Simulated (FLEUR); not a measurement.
# WC (Fm-3m) in FLEUR: further runs

The runs below take WC through single point, with PBEsol.

All numbers are computed with FLEUR MaX-R8.1 (later development tree); they aren't measurements. Logs are shortened: lines on timing, memory, paths and dates and some standing lists are left out, and cuts for length are marked.

## Step 1: The crystal as given

The structure is cubic, space group Fm-3m (No. 225). Conventional cell: a = 4.527 Å, b = 4.527 Å, c = 4.527 Å, α = 90.00°, β = 90.00°, γ = 90.00°. W (site symmetry m-3m) has 6 C at 2.26 Å as nearest neighbours. Around C (site symmetry m-3m) lie 6 W at 2.26 Å.

Measurements of this composition are mostly on another form, of space group No. 187.

## Step 2: Single point, PBEsol

Contents of inp.xml:

```xml
<?xml version="1.0" encoding="UTF-8" standalone="no"?>
<fleurInput fleurInputVersion="0.39">
   <comment>
      WC                                                                                                  
   </comment>
   <calculationSetup>
      <cutoffs Kmax="5.33" Gmax="16.5" GmaxXC="16.5" numbands="0"/>
      <scfLoop itmax="60" minDistance="0.00001" maxIterBroyd="15" imix="Anderson" alpha="0.05" precondParam="0.0" spinf="2.0" sdNocoIR="T"/>
      <coreElectrons ctail="T" frcor="F" kcrel="0" coretail_lmax="0"/>
      <xcFunctional name="PBEs" relativisticCorrections="F"/>
      <magnetism jspins="1"/>
      <soc l_soc="F" theta="0.0" phi="0.0" spav="F"/>
      <expertModes spex="0" secvar="F"/>
      <geometryOptimization l_f="F" forcealpha="1.0" forcemix="BFGS" epsdisp="0.00001" epsforce="0.00001"/>
      <ldaU l_linMix="F" mixParam="0.05" spinf="1.0"/>
   </calculationSetup>
   <cell>
      <bzIntegration valenceElectrons="32.0" mode="hist" fermiSmearingEnergy="0.00183747">
         <kPointListSelection listName="default-1"/>
         <!-- k-points included here -->
         <xi:include xmlns:xi="http://www.w3.org/2001/XInclude" href="kpts.xml"> </xi:include>
      </bzIntegration>
      <!-- symmetry operations included here -->
      <xi:include xmlns:xi="http://www.w3.org/2001/XInclude" href="sym.xml"> </xi:include>
      <bulkLattice scale="1.0">
         <bravaisMatrix>
            <row-1>    0.0000000000000000     4.2773272280692263     4.2773272280692263</row-1>
            <row-2>    4.2773272280692263     0.0000000000000000     4.2773272280692263</row-2>
            <row-3>    4.2773272280692263     4.2773272280692263     0.0000000000000000</row-3>
         </bravaisMatrix>
      </bulkLattice>
   </cell>
   <atomSpecies>
      <species name="Tungsten (W)" element="W" atomicNumber="74">
         <mtSphere radius="2.18" gridPoints="811" logIncrement="0.016"/>
         <atomicCutoffs lmax="10" lnonsphr="10"/>
         <electronConfig flipSpins="F">
            <coreConfig>(1s1/2) (2s1/2) (2p1/2) (2p3/2) (3s1/2) (3p1/2) (3p3/2) (4s1/2) (3d3/2) (3d5/2) (4p1/2) (4p3/2) (4d3/2) (4d5/2)</coreConfig>
            <valenceConfig>(5s1/2) (5p1/2) (5p3/2) (6s1/2) (4f5/2) (4f7/2) (5d3/2) (5d5/2)</valenceConfig>
            <stateOccupation state="(5d3/2)" spinUp="0.800000" spinDown="0.800000"/>
            <stateOccupation state="(5d5/2)" spinUp="1.200000" spinDown="1.200000"/>
         </electronConfig>
         <energyParameters s="6" p="6" d="5" f="4"/>
         <lo type="SCLO" l="0" n="5" eDeriv="0"/>
         <lo type="SCLO" l="1" n="5" eDeriv="0"/>
         <lo type="SCLO" l="2" n="5" eDeriv="2"/>
         <lo type="SCLO" l="3" n="4" eDeriv="2"/>
      </species>
      <species name="Carbon (C)" element="C" atomicNumber="6">
         <mtSphere radius="1.35" gridPoints="499" logIncrement="0.021"/>
         <atomicCutoffs lmax="8" lnonsphr="8"/>
         <electronConfig flipSpins="F">
            <coreConfig>(1s1/2)</coreConfig>
            <valenceConfig>(2s1/2) (2p1/2) (2p3/2)</valenceConfig>
            <stateOccupation state="(2p1/2)" spinUp="0.333333" spinDown="0.333333"/>
            <stateOccupation state="(2p3/2)" spinUp="0.666667" spinDown="0.666667"/>
         </electronConfig>
         <energyParameters s="2" p="2" d="3" f="4"/>
         <lo type="SCLO" l="0" n="2" eDeriv="2"/>
         <lo type="SCLO" l="1" n="2" eDeriv="2"/>
         <lo type="SCLO" l="2" n="3" eDeriv="2"/>
      </species>
   </atomSpecies>
   <atomGroups>
      <atomGroup species="Tungsten (W)">
         <relPos label="                   1">.0000000000 .0000000000 .0000000000</relPos>
         <force calculate="T" relaxXYZ="TTT"/>
      </atomGroup>
      <atomGroup species="Carbon (C)">
         <relPos label="                   2">1.000/2.000 1.000/2.000 1.000/2.000</relPos>
         <force calculate="T" relaxXYZ="TTT"/>
      </atomGroup>
   </atomGroups>
   <output dos="F" band="F" slice="F">
      <checks vchk="F" cdinf="F"/>
      <bandDOS minEnergy="-.5*Htr" maxEnergy="0.5*Htr" sigma="0.015" storeEVData="T"/>
      <vacuumDOS vacdos="F" integ="F" star="F" nstars="0" locx1="0.0" locy1="0.0" locx2="0.0" locy2="0.0" nstm="0" tworkf="0.0"/>
      <unfoldingBand unfoldBand="F" supercellX="1" supercellY="1" supercellZ="1"/>
      <plotting iplot="0" polar="F">
         <plot TwoD="T" vec1="  1.0  0.0  0.0" vec2="  0.0  1.0  0.0" vec3="  0.0  0.0  1.0" zero="  0.0  0.0  0.0" file="plot"/>
      </plotting>
      <chargeDensitySlicing numkpt="0" minEigenval="0.0" maxEigenval="0.0" nnne="0" pallst="F"/>
      <specialOutput eonly="F"/>
      <moessbauerParams electricFieldGradient="T" isomerShift="T" coreHyperfine="T" valenceHyperfine="T"/>
      <magneticCircularDichroism mcd="F" energyLo="-10.0" energyUp="0.0"/>
   </output>
  <!-- We include the file relax.xml here to enable relaxations (see documentation) -->
  <xi:include xmlns:xi="http://www.w3.org/2001/XInclude" href="relax.xml"> <xi:fallback/> </xi:include>
</fleurInput>
```

Contents of crystal.txt:

```
WC
&input cartesian=F /
0.0000000000  2.2634640927  2.2634640927
2.2634640927  0.0000000000  2.2634640927
2.2634640927  2.2634640927  0.0000000000
1.8897261246
1.0 1.0 1.0

2
74 0.0000000000  0.0000000000  0.0000000000
6 0.5000000000  0.5000000000  0.5000000000

&kpt div1=10 div2=10 div3=10 gamma=T /
```

Potentials or basis: all-electron, FLAPW.

Command:

```sh
$ inpgen -f crystal.txt -profile fastHighL
$ # inp.xml edited to the form shown
$ fleur_MPI
```

The log of the run:

```text
Welcome to FLEUR        (www.flapw.de)
      MaX-Release 8.1          (www.max-centre.eu)

 ========== k-point set info ==========
 Selected k-point list: default-1
 k-point list type: mesh
 10 x 10 x 10
 Number of k points: 47

 ------------Calculation Setup---------------------------
 Number of MPI-tasks      :            1
 Number of PE/node        :            1
 Number of OMP-threads    :            1
 Most efficient MPI parallelization for:
           1          47
 Additional eigenvalue parallelization possible
 Number of basis functions:          467
 Approximate size of matrices (H+S) per k-point:         0.003 GB
 --------------------------------------------------------
 Iteration:     1   Distance:      24.29290544 me/bohr^3
 Iteration:     2   Distance:      20.34128947 me/bohr^3
 Iteration:     3   Distance:       7.63681979 me/bohr^3
 Iteration:     4   Distance:       7.15884828 me/bohr^3
 Iteration:     5   Distance:       2.96990653 me/bohr^3
 Iteration:     6   Distance:       0.92190446 me/bohr^3
 Iteration:     7   Distance:       0.34242347 me/bohr^3
 Iteration:     8   Distance:       0.13029320 me/bohr^3
 Iteration:     9   Distance:       0.11719406 me/bohr^3
 Iteration:    10   Distance:       0.00989697 me/bohr^3
 Iteration:    11   Distance:       0.02300102 me/bohr^3
 Iteration:    12   Distance:       0.00536183 me/bohr^3
 Iteration:    13   Distance:       0.00058779 me/bohr^3
 Iteration:    14   Distance:       0.00002647 me/bohr^3
 Iteration:    15   Distance:       0.00001072 me/bohr^3
 Iteration:    16   Distance:       0.00000870 me/bohr^3

 ********************************************************************
 Run finished successfully
 Stop message:
   all done
 ********************************************************************
```

out.xml (last iteration):

```text
<iteration numberForCurrentRun="   16" overallNumber="   16">
         <energyParameters units="Htr">
            <atomicEP atomType="1" spin="1" branch="6s" branchLowest="-2.07" branchHighest="3.33" value="0.2564468147"/>
            <atomicEP atomType="1" spin="1" branch="6p" branchLowest="-0.63" branchHighest="4.53" value="0.3838919817"/>
            <atomicEP atomType="1" spin="1" branch="5d" branchLowest="-7.97" branchHighest="1.30" value="0.4308320080"/>
            <atomicEP atomType="1" spin="1" branch="4f" branchLowest="-9.99" branchHighest="-0.44" value="-0.4172217145"/>
            <loAtomicEP atomType="1" spin="1" branch="5s" branchLowest="-20.11" branchHighest="-2.07" value="-2.1316721518"/>
            <loAtomicEP atomType="1" spin="1" branch="5p" branchLowest="-14.75" branchHighest="-0.63" value="-0.8433547507"/>
            <loAtomicEP atomType="1" spin="1" branch="5d" branchLowest="-7.97" branchHighest="1.30" value="0.4280166779"/>
            <loAtomicEP atomType="1" spin="1" branch="4f" branchLowest="-9.99" branchHighest="-0.44" value="-0.4446649695"/>
            <atomicEP atomType="2" spin="1" branch="2s" branchLowest="-9.11" branchHighest="2.94" value="-0.0481208359"/>
            <atomicEP atomType="2" spin="1" branch="2p" branchLowest="-9.99" branchHighest="2.50" value="0.1521394325"/>
            <atomicEP atomType="2" spin="1" branch="3d" branchLowest="-9.99" branchHighest="7.12" value="0.3582446667"/>
            <atomicEP atomType="2" spin="1" branch="4f" branchLowest="-9.99" branchHighest="11.80" value="0.5180936317"/>
            <loAtomicEP atomType="2" spin="1" branch="2s" branchLowest="-9.11" branchHighest="2.94" value="-0.0481208359"/>
            <loAtomicEP atomType="2" spin="1" branch="2p" branchLowest="-9.99" branchHighest="2.50" value="0.1521246548"/>
            <loAtomicEP atomType="2" spin="1" branch="3d" branchLowest="-9.99" branchHighest="7.12" value="0.3582455579"/>
         </energyParameters>
         <eigenvalues>
            <eigenvaluesAt spin="1" ikpt="1" k_x="0.00000000" k_y="0.00000000" k_z="0.00000000">
                      -2.1318791448       -0.8091646815       -0.8091646815       -0.8091646815       -0.4523362881
                      -0.4523362881       -0.4523362881       -0.4517499140       -0.4514917140       -0.4514917140
                      -0.4514917140        0.0884823787        0.5486375281        0.5486375281        0.5486375281
                       0.6051182849        0.6051182849        0.6066923995        0.6066923995        0.6066923995
                       0.8378835433        0.9947257956        1.4287572538        1.4287572538        1.4287572538
            </eigenvaluesAt>
            <eigenvaluesAt spin="1" ikpt="2" k_x="0.00000000" k_y="0.00000000" k_z="0.10000000">
                      -2.1317992121       -0.8106452031       -0.8093320232       -0.8093320232       -0.4523430456
                      -0.4523032435       -0.4523032435       -0.4517208272       -0.4515335288       -0.4515335288
                      -0.4514894195        0.0975608572        0.5179561774        0.5331948292        0.5331948292
                       0.5685444460        0.5685444460        0.6165476889        0.6763938679        0.6763938679
                       0.8578616822        1.0150668286        1.3367688999        1.3772903744        1.3772903744
            </eigenvaluesAt>
            <eigenvaluesAt spin="1" ikpt="3" k_x="0.00000000" k_y="0.00000000" k_z="0.20000000">
                      -2.1315898259       -0.8144734460       -0.8097694506       -0.8097694506       -0.4523629223
                      -0.4522226288       -0.4522226288       -0.4516440881       -0.4516440881       -0.4516439325
                      -0.4514819159        0.1234127402        0.4598666393        0.4868547265        0.4868547265
                       0.5876648002        0.5876648002        0.6300481639        0.7539166495        0.7539166495
                       0.8983253196        1.0553714633        1.2417590593        1.2758639938        1.2758639938
            </eigenvaluesAt>
            <eigenvaluesAt spin="1" ikpt="4" k_x="0.00000000" k_y="0.00000000" k_z="0.30000000">
                      -2.1313307245       -0.8191130811       -0.8103085076       -0.8103085076       -0.4523930300
                      -0.4521318746       -0.4521318746       -0.4517708498       -0.4517708498       -0.4515469008
[... 26 lines left out ...]
            <state n="3" l="2" j="2.5" energy="-64.4541207928" weight="3.0000000000"/>
            <state n="4" l="1" j="0.5" energy="-16.5662496404" weight="1.0000000000"/>
            <state n="4" l="1" j="1.5" energy="-14.0729034633" weight="2.0000000000"/>
            <state n="4" l="2" j="1.5" energy="-8.2481867585" weight="2.0000000000"/>
            <state n="4" l="2" j="2.5" energy="-7.7887962003" weight="3.0000000000"/>
         </coreStates>
         <coreStates atomType="     2" atomicNumber="  6" spin="1" kinEnergy="     31.7522150000" eigValSum="    -18.2362350947" lostElectrons=" 0.000184">
            <state n="1" l="0" j="0.5" energy="-9.1181175473" weight="1.0000000000"/>
         </coreStates>
         <allElectronCharges>
            <spinDependentCharge spin="1" total="80.0000000" interstitial="5.3684478" mtSpheres="74.6315522"/>
            <totalCharge value="79.9999999979"/>
         </allElectronCharges>
         <moessbauerParams unitsHFF="kG" unitsIS="e/bohr^3" unitsEFG="Htr/bohr^2">
            <coreIsomerShift atomType="1" isTotal="1514952.12984">
               <shell n="1" l="0" isomerShift="1267967.81076"/>
               <shell n="2" l="0" isomerShift="181543.94041"/>
               <shell n="2" l="1" isomerShift="11075.70611"/>
               <shell n="3" l="0" isomerShift="40801.80125"/>
               <shell n="3" l="1" isomerShift="2781.50322"/>
               <shell n="4" l="0" isomerShift="10107.66750"/>
               <shell n="3" l="2" isomerShift="0.00108"/>
               <shell n="4" l="1" isomerShift="673.69923"/>
               <shell n="4" l="2" isomerShift="0.00027"/>
            </coreIsomerShift>
            <coreIsomerShift atomType="2" isTotal="123.13760">
               <shell n="1" l="0" isomerShift="123.13760"/>
            </coreIsomerShift>
            <isomerShift atomType="1" nucleusRadius="0.0001343" averageDensity="1516822.64733"/>
            <isomerShift atomType="2" nucleusRadius="0.0000541" averageDensity="127.78569"/>
            <electricFieldGradient atomType="1" VXX="0.00000" VYY="0.00000" VZZ="0.00000" asymParam="0.00000">
            </electricFieldGradient>
            <electricFieldGradient atomType="2" VXX="0.00000" VYY="0.00000" VZZ="0.00000" asymParam="0.00000">
            </electricFieldGradient>
         </moessbauerParams>
         <totalEnergy                                    value="   -16199.3250310390" units="Htr">
            <sumOfEigenvalues                            value="    -9897.7155593838">
               <coreElectrons value="-9886.3922724840"/>
               <valenceElectrons value="-11.3232868997"/>
            </sumOfEigenvalues>
            <densityCoulombPotentialIntegral value="-27715.1312436500"/>
            <densityEffectivePotentialIntegral value="-28144.0943149424"/>
            <chargeDenXCDenIntegral value="-325.7718377701"/>
            <FockExchangeEnergyValence value="0.0000000000"/>
            <FockExchangeEnergyCore value="0.0000000000"/>
            <atomTypeDependentContributions atomType="1">
               <electronNucleiInteractionDifferentMTs value="20147.5367505657"/>
               <MadelungTerm value="-68.4061832880"/>
            </atomTypeDependentContributions>
            <atomTypeDependentContributions atomType="2">
               <electronNucleiInteractionDifferentMTs value="41.0178271205"/>
               <MadelungTerm value="-5.4055660281"/>
            </atomTypeDependentContributions>
            <tkbTimesEntropy value="0.0002632662"/>
            <freeEnergy value="-16199.3252943051"/>
            <extrapolationTo0K value="-16199.3251626720"/>
         </totalEnergy>
         <densityConvergence units="me/bohr^3">
            <chargeDensity spin="1" distance="0.0000086968"/>
         </densityConvergence>
      </iteration>
```

Wall time 58 s (1 thread of Arm Neoverse V2, shared host); peak memory 0.07 GiB.

Results:

```yaml
Free_energy: -440806.0975 eV
Band_gap_on_the_k_mesh: none (metal or under the smearing width)
Valence_electrons_inside_the_program's_atomic_spheres: W 24.73; C 1.90 (radii W 2.18, C 1.35 bohr)
```

Levels at points of the mesh, in eV from the Fermi level:
```
           k point  band 14  band 15  band 16  band 17  band 18  band 19
(0.00, 0.00, 0.00)    -2.46    -2.46    -0.92    -0.92    -0.88    -0.88
(0.00, 0.00, 0.50)    -5.95    -5.95     0.83     0.83     1.94     4.72
(0.00, 0.50, 0.50)    -5.12    -2.32    -2.32     0.65     1.89     1.89
```

Core levels (eV from the Fermi level):
```tsv
atom	levels
1 W	1s1/2 -69371.5, 2s1/2 -11962.8, 2p1/2 -11439.6, 2p3/2 -10087.5, 3s1/2 -2752.2, 3p1/2 -2519.3, 3p3/2 -2226.9, 4s1/2 -564.7, 3d3/2 -1834.9, 3d5/2 -1771.3, 4p1/2 -468.2, 4p3/2 -400.3, 4d3/2 -241.8, 4d5/2 -229.3
2 C	1s1/2 -265.5
```

[end of part 1 of 2]
